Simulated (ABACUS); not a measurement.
# GaP (F-43m) in ABACUS: a series of runs

Aim: see how the results for GaP move with the level of theory and the settings. Levels: HLE16, BLYP. Tasks: single point, relaxation of cell and atoms.

Everything below comes from runs of ABACUS 3.10.1. Logs are shortened: lines on timing, memory, paths and dates and some standing lists are left out, and cuts for length are marked.

**What was measured.**

“Stacking defects in GaP nanowires: Electronic structure and optical properties”, 2018, arxiv:1810.01194 quotes, for a bulk crystal of GaP at 10 K: band gap 2.34 eV (indirect).

The results are compared with them further down.

**1. Starting point**

It takes space group F-43m (No. 216, cubic). Conventional cell: a = 5.451 Å, b = 5.451 Å, c = 5.451 Å, α = 90.00°, β = 90.00°, γ = 90.00°. Ga (site symmetry -43m) is surrounded by 4 P at 2.36 Å. P (site symmetry -43m) is surrounded by 4 Ga at 2.36 Å.

**2. Single point, HLE16**

INPUT

```
INPUT_PARAMETERS
suffix              GaP
calculation         scf
basis_type          pw
pseudo_dir          ./
symmetry            1
dft_functional      GGA_XC_HLE16
ecutwfc             81
pseudo_rcut         10
nspin               1
nbands              19
ks_solver           dav
smearing_method     fd
smearing_sigma      0.00367493
scf_thr             1e-08
scf_nmax            100
mixing_type         broyden
mixing_beta         0.7
cal_force           1
cal_stress          1
out_chg             1
out_pot             2
out_elf             1
```

STRU

```
ATOMIC_SPECIES
Ga 69.7230 31_Ga_13_1.9_2.4_pbe_n_v1.0.upf
P 30.9738 15_P_5_1.8_1.9_pbe_n_v1.0.upf

LATTICE_CONSTANT
1.8897261246

LATTICE_VECTORS
0.0000000000 2.7252500000 2.7252500000
2.7252500000 0.0000000000 2.7252500000
2.7252500000 2.7252500000 0.0000000000

ATOMIC_POSITIONS
Direct

Ga
0.0
1
0.0000000000 0.0000000000 0.0000000000 1 1 1

P
0.0
1
0.7500000000 0.7500000000 0.7500000000 1 1 1
```

KPT

```
K_POINTS
0
Gamma
6 6 6 0 0 0
```

Potentials or basis: SPMS ONCV 1.0 PBE, plane waves.

Command:

```bash
$ OMP_NUM_THREADS=1 mpirun -np 4 abacus > log
```

running log:

```text
ABACUS v3.10.1

               Atomic-orbital Based Ab-initio Computation at UStc

 ------------------------------------------------------------------------------------

 READING GENERAL INFORMATION
                           global_out_dir = OUT.GaP/
                           global_in_card = INPUT
                               pseudo_dir = ./
                              orbital_dir =
                                    DSIZE = 4
                                    GSIZE = 1

 READING UNITCELL INFORMATION
                                    ntype = 2
                  lattice constant (Bohr) = 1.88973
              lattice constant (Angstrom) = 1

 READING ATOM TYPE 1
                               atom label = Ga
                      L=0, number of zeta = 1
                      L=1, number of zeta = 1
                      L=2, number of zeta = 1
             number of atom for this type = 1

 READING ATOM TYPE 2
                               atom label = P
                      L=0, number of zeta = 1
                      L=1, number of zeta = 1
                      L=2, number of zeta = 1
             number of atom for this type = 1

                        TOTAL ATOM NUMBER = 2
DIRECT COORDINATES
    atom                   x                   y                   z     mag                  vx                  vy                  vz
taud_Ga1            0.0000000000        0.0000000000        0.0000000000  0.0000        0.0000000000        0.0000000000        0.0000000000
taud_P1            0.7500000000        0.7500000000        0.7500000000  0.0000        0.0000000000        0.0000000000        0.0000000000

                          Volume (Bohr^3) = 273.178
                             Volume (A^3) = 40.4807

 Lattice vectors: (Cartesian coordinate: in unit of a_0)
                   +0            +2.72525            +2.72525
             +2.72525                  +0            +2.72525
             +2.72525            +2.72525                  +0
 Reciprocal vectors: (Cartesian coordinate: in unit of 2 pi/a_0)
            -0.183469           +0.183469           +0.183469
            +0.183469           -0.183469           +0.183469
            +0.183469           +0.183469           -0.183469
 The esolver type has been set to : ksdft_pw

                PAO radial cut off (Bohr) = 10

 Read in pseudopotential file is 31_Ga_13_1.9_2.4_pbe_n_v1.0.upf
                     pseudopotential type = NC
          exchange-correlation functional = PBE
                 nonlocal core correction = 1
                        valence electrons = 13
                                     lmax = 2
                           number of zeta = 3
                     number of projectors = 6
                           L of projector = 0
                           L of projector = 0
                           L of projector = 1
                           L of projector = 1
                           L of projector = 2
                           L of projector = 2
[... 185 lines left out ...]
 projector 1 L=0
 projector 2 L=0
 projector 3 L=1
 projector 4 L=1
 projector 5 L=2
 projector 6 L=2
      TOTAL NUMBER OF NONLOCAL PROJECTORS = 36

 Init Non-Local PseudoPotential table :
 Init Non-Local-Pseudopotential done.

                                     npwx = 856

 Make real space PAO into reciprocal space.
       max mesh points in Pseudopotential = 1001
     dq(describe PAO in reciprocal space) = 0.01
                                    max q = 1084

 number of pseudo atomic orbitals for Ga is 3
WARNING: norm of atomic wavefunction # 2 of atomic type Ga is 0.999997, renormalized
WARNING: norm of atomic wavefunction # 3 of atomic type Ga is 0.998668, renormalized

 number of pseudo atomic orbitals for P is 2
WARNING: norm of atomic wavefunction # 2 of atomic type P is 0.999977, renormalized

 -------------------------------------------
 SELF-CONSISTENT
 -------------------------------------------
                                 init_chg = atomic

 PW ALGORITHM --------------- ION=   1  ELEC=   1--------------------------------

 Density error is 0.183189918036
                          Error Threshold = 0.01
----------------------------------------------------------
     Energy           Rydberg                 eV
----------------------------------------------------------
 E_KohnSham     -172.4709268038      -2346.5873438724
 E_Harris       -170.8674347660      -2324.7707154611
 E_Fermi        0.3964276131         5.3936743827
----------------------------------------------------------
[... 75 lines left out ...]
 Density error is 8.49150625786e-09
                          Error Threshold = 4.93678753725e-10
----------------------------------------------------------
     Energy           Rydberg                 eV
----------------------------------------------------------
 E_KohnSham     -172.4948069253      -2346.9122495937
 E_KS(sigma->0) -172.4948069253      -2346.9122495937
 E_Harris       -172.4943471779      -2346.9059944097
 E_band         -8.8142337814        -119.9238029308
 E_one_elec     -71.9815258670       -979.3589025252
 E_Hartree      51.2700873134        697.5653244193
 E_xc           -55.3057444836       -752.4732571087
 E_Ewald        -96.4776238881       -1312.6454143791
 E_entropy(-TS) -0.0000000000        -0.0000000000
 E_descf        0.0000000000         0.0000000000
 E_exx          0.0000000000         0.0000000000
 E_Fermi        0.4780823698         6.5046443423
----------------------------------------------------------

 charge density convergence is achieved
 final etot is -2346.9122496 eV
 EFERMI = 6.5046443423 eV
The vacuum level is 9.4635808068 eV

 STATE ENERGY(eV) AND OCCUPATIONS    NSPIN == 1
 1/16 kpoint (Cartesian) = 0.0000 0.0000 0.0000 (853 pws)
       1       -12.5458     0.00925926
       2       -12.5458     0.00925926
       3       -12.5458     0.00925926
       4       -12.4926     0.00925926
       5       -12.4926     0.00925926
       6       -6.65569     0.00925926
[... 104 lines left out ...]
       6       -5.54754       0.222222
[... 11 lines left out ...]
      18        21.8133        0.00000
      19        22.8934        0.00000

[... levels at 10 further k points ...]

------------------------------------------------------------------------------------------
 TOTAL-FORCE (eV/Angstrom)
------------------------------------------------------------------------------------------
                       Ga1         0.0000000000         0.0000000000         0.0000000000
                        P1         0.0000000000         0.0000000000         0.0000000000
------------------------------------------------------------------------------------------

----------------------------------------------------------------
 TOTAL-STRESS (KBAR)
----------------------------------------------------------------
       -75.1827757934        -0.0000000000        -0.0000000000
        -0.0000000000       -75.1827757934         0.0000000000
        -0.0000000000         0.0000000000       -75.1827757934
----------------------------------------------------------------
 TOTAL-PRESSURE: -75.182776 KBAR

 --------------------------------------------
 !FINAL_ETOT_IS -2346.9122495937058375 eV
 --------------------------------------------
```

stdout:

```text
ABACUS v3.10.1

               Atomic-orbital Based Ab-initio Computation at UStc

4,Local thread limit: 192

 dft_functional readin is: GGA_XC_HLE16
 dft_functional in pseudopot file is: PBE
[... 39 lines left out ...]
 DA7     -2.34691225e+03  -1.04522581e-04   8.8862e-08   0.58
 DA8     -2.34691225e+03  -2.62691796e-06   8.4915e-09   0.56
----------------------------------------------------------------
 TOTAL-STRESS (KBAR)
----------------------------------------------------------------
       -75.1827757934        -0.0000000000        -0.0000000000
        -0.0000000000       -75.1827757934         0.0000000000
        -0.0000000000         0.0000000000       -75.1827757934
----------------------------------------------------------------
 TOTAL-PRESSURE: -75.182776 KBAR
```

It took 4.9 s on 4 MPI ranks of Intel Xeon 6975P-C (Granite Rapids), shared host; peak memory 0.24 GiB.

Results:

```
Free energy            : -2346.9122 eV
Pressure               : -7.5 GPa
Band gap on the k mesh : 2.38 eV, indirect (least direct gap 2.45 eV)
```

Levels at points of the mesh, in eV from the valence-band top:
```
           k point  band 6  band 7  band 8  band 9  band 10  band 11  band 12  band 13
(0.00, 0.00, 0.00)  -12.13    0.00    0.00    0.00     2.45     4.52     4.52     4.52
(0.50, 0.50, 0.50)  -10.34   -6.05   -0.97   -0.97     2.38     5.36     5.36     9.83
(0.50, 0.50, 0.00)   -9.53   -6.27   -2.35   -2.35     2.63     2.80    11.01    11.01
```

Caveat: the potentials were made for a functional far from this one; the potentials were made for another functional, which shifts forces and pressure.

**3. Single point, BLYP**

Edit INPUT of step 2 so:

```diff
@@ -6,7 +6,7 @@
 symmetry            1
-dft_functional      GGA_XC_HLE16
-ecutwfc             81
+dft_functional      GGA_X_B88+GGA_C_LYP
+ecutwfc             114
 pseudo_rcut         10
 nspin               1
-nbands              19
+nbands              23
 ks_solver           dav
```

Edit STRU of step 2 so:

```diff
@@ -1,4 +1,4 @@
 ATOMIC_SPECIES
-Ga 69.7230 31_Ga_13_1.9_2.4_pbe_n_v1.0.upf
-P 30.9738 15_P_5_1.8_1.9_pbe_n_v1.0.upf
+Ga 69.7230 Ga.upf
+P 30.9738 P.upf
```

KPT is that of step 2.

Potentials or basis: PseudoDojo NC SR 0.5 PBE stringent, plane waves.

Command:

```bash
$ OMP_NUM_THREADS=1 mpirun -np 4 abacus > log
```

Run time: 17 s. Hardware: 4 MPI ranks of AMD EPYC 7R43 (Zen 3), shared host; peak memory 0.28 GiB.

It converged, with:

```
Free energy            : -6941.8867 eV
Pressure               : 6.2 GPa
Band gap on the k mesh : 1.65 eV, indirect (least direct gap 1.70 eV)
```

Levels at points of the mesh, in eV from the valence-band top:
```tsv
k point	band 10	band 11	band 12	band 13	band 14	band 15	band 16	band 17
(0.00, 0.00, 0.00)	-12.49	0.00	0.00	0.00	1.70	3.92	3.92	3.92
(0.50, 0.50, 0.50)	-10.44	-6.62	-1.11	-1.11	1.65	4.80	4.80	8.52
(0.50, 0.50, 0.00)	-9.53	-6.81	-2.65	-2.65	1.83	1.91	10.54	10.54
```

Caveat: the potentials were made for another functional, which shifts forces and pressure.

**4. Relaxation of cell and atoms, BLYP**

Edit INPUT of step 3 so:

```diff
@@ -2,3 +2,3 @@
 suffix              GaP
-calculation         scf
+calculation         cell-relax
 basis_type          pw
@@ -10,3 +10,3 @@
 nspin               1
-nbands              23
+nbands              17
 ks_solver           dav
@@ -20,4 +20,7 @@
 cal_stress          1
-out_chg             1
-out_pot             2
-out_elf             1
+relax_nmax          40
+force_thr_ev        0.02
+relax_method        cg
+out_stru            1
+stress_thr          0.2
+kpar                4
```

STRU is that of step 3.

KPT is that of step 3.

Command:

```bash
$ OMP_NUM_THREADS=1 mpirun -np 4 abacus > log
```

Wall time 27 s (4 MPI ranks of AMD EPYC 7R43 (Zen 3), shared host); peak memory 0.48 GiB.

Results (log left out):

| Item | Value |
| --- | --- |
| Free energy | -6941.9439 eV |
| Relaxed volume | 21.79 Å³/atom |
| Relaxed cell | a = 3.950 Å, b = 3.950 Å, c = 3.950 Å, α = 60.00°, β = 60.00°, γ = 60.00° |
| Space group after relaxing (to 0.05 Å) | F-43m (No. 216) |
| Energy gained by relaxing | 28.6 meV/atom |
| Ionic steps | 3 |
| Pressure after relaxing | 0.0 GPa |
| Band gap on the k mesh | 1.08 eV, direct |

The path:
```tsv
step	energy change (eV)	largest force (eV/Å)	pressure (GPa)	volume (Å³)
1	0.0000	0.0000	6.21	40.48
2	-0.0397	0.0000	-3.00	45.43
3	-0.0572	0.0000	0.01	43.58
```

Final structure:
```yaml
crystal:
  lattice:
    - [0.00000, 2.79319, 2.79319]
    - [2.79319, 0.00000, 2.79319]
    - [2.79319, 2.79319, 0.00000]
  atoms:
    - { symbol: Ga, position: [0.00000, 0.00000, 0.00000] }
    - { symbol: P, position: [0.75000, 0.75000, 0.75000] }
```

Levels at points of the mesh, in eV from the valence-band top:
| k point | band 10 | band 11 | band 12 | band 13 | band 14 | band 15 |
| --- | --- | --- | --- | --- | --- | --- |
| (0.00, 0.00, 0.00) | -11.96 | 0.00 | 0.00 | 0.00 | 1.08 | 3.92 |
| (0.50, 0.50, 0.50) | -10.15 | -6.23 | -1.01 | -1.01 | 1.42 | 4.79 |
| (0.50, 0.50, 0.00) | -9.34 | -6.48 | -2.41 | -2.41 | 1.94 | 1.95 |

Caveat: the potentials were made for another functional, which shifts forces and pressure. A k mesh can miss the band edges.

**5. The reference run**

An earlier run on the cell as given: functional PBE; potentials or basis PseudoDojo NC SR 0.4.1 PBE standard; cutoff 1102 eV; density cutoff 4408 eV; basis plane waves; k mesh 8 × 8 × 8; occupations fermi-dirac, width 0.05 eV; no spin polarisation.

- Pressure: 2.6 GPa
- Band gap on the k mesh: 1.64 eV, indirect (least direct gap 1.82 eV)

**6. The runs side by side**

```tsv
task	level	potentials or basis	cell	k mesh	cutoff (eV)	max steps of the relaxation	force threshold	optimiser	stress threshold	gap on the mesh (eV)	pressure (GPa)
single point	HLE16	SPMS ONCV 1.0 PBE, plane waves	as given	6 × 6 × 6	1102	-	-	-	-	2.38	-7.5
single point	BLYP	PseudoDojo NC SR 0.5 PBE stringent, plane waves	as given	6 × 6 × 6	1551	-	-	-	-	1.65	6.2
relaxation of cell and atoms	BLYP	PseudoDojo NC SR 0.5 PBE stringent, plane waves	relaxed	6 × 6 × 6	1551	40	0.02 eV/Å	cg	0.2 kbar	1.08	0.0
single point	PBE	PseudoDojo NC SR 0.4.1 PBE standard, plane waves	as given	8 × 8 × 8	1102	-	-	-	-	1.64	2.6
```

Alike in all rows: no spin polarisation; smearing fermi-dirac 0.05 eV.

Caveats: the potentials were made for another functional, which shifts forces and pressure (some runs); the potentials were made for a functional far from this one (some runs).

Absolute energies hang on the potentials; compare differences alone.

**7. Against experiment**

Step 3. A measured gap of GaP is 2.34 eV (indirect; 10 K; quoted in “Stacking defects in GaP nanowires: Electronic structure and optical properties”, 2018, arxiv:1810.01194); the calculated 1.65 eV misses it by -0.69 eV. Spin-orbit coupling on Ga is left out. The value is that of BLYP on a finite k mesh, which can miss the band edges, without temperature or zero-point motion. Semilocal functionals fall short of measured gaps as a rule.
